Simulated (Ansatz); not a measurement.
## Property card for B$_{3}$As$_{2}$

The calculation used DFT PBE, scalar-relativistic, plane waves, PAW in Ansatz 0.2.0.

Settings: cutoff 420 eV, Γ-centred mesh 12×12×6 on the computed 5-atom cell, Gaussian smearing of 0.10 eV; no spin polarisation.

The structure is relaxed at this level of theory with its symmetry kept, and needn't be the ground state of this composition.

```
B As
1.0
     3.18602    0.00000    0.00000
    -1.59301    2.75918    0.00000
     0.00000    0.00000    6.76656
B As
3 2
Direct
  0.00000 0.00000 0.00000
  0.33333 0.66667 0.48812
  0.66667 0.33333 0.51188
  0.33333 0.66667 0.18341
  0.66667 0.33333 0.81659
```

* Space group: P-3m1 (No. 164)
* Volume per atom: 80.3 bohr³
* Formation energy from the elements' standard states (uncorrected): +0.617 eV/atom
* Kohn–Sham band gap: none (metal)
* Density of states at the Fermi level: 1.4 states/eV per cell
* Orbital (Löwdin) character within 0.5 eV of the Fermi level: B 2p 51 %, As 4p 37 %
* Bader charge by site (e): B (1 in the cell) -0.19, B (2 in the cell) -0.06, As (2 in the cell) 0.15

Another cell of B3As2 relaxed alike, in Cmmm, lies 261 meV/atom lower, so this cell isn't the stable form at this level.

The cell was found from a structure generator's guess, not taken from experiment. Löwdin shares on free-atom orbitals overweight diffuse shells.
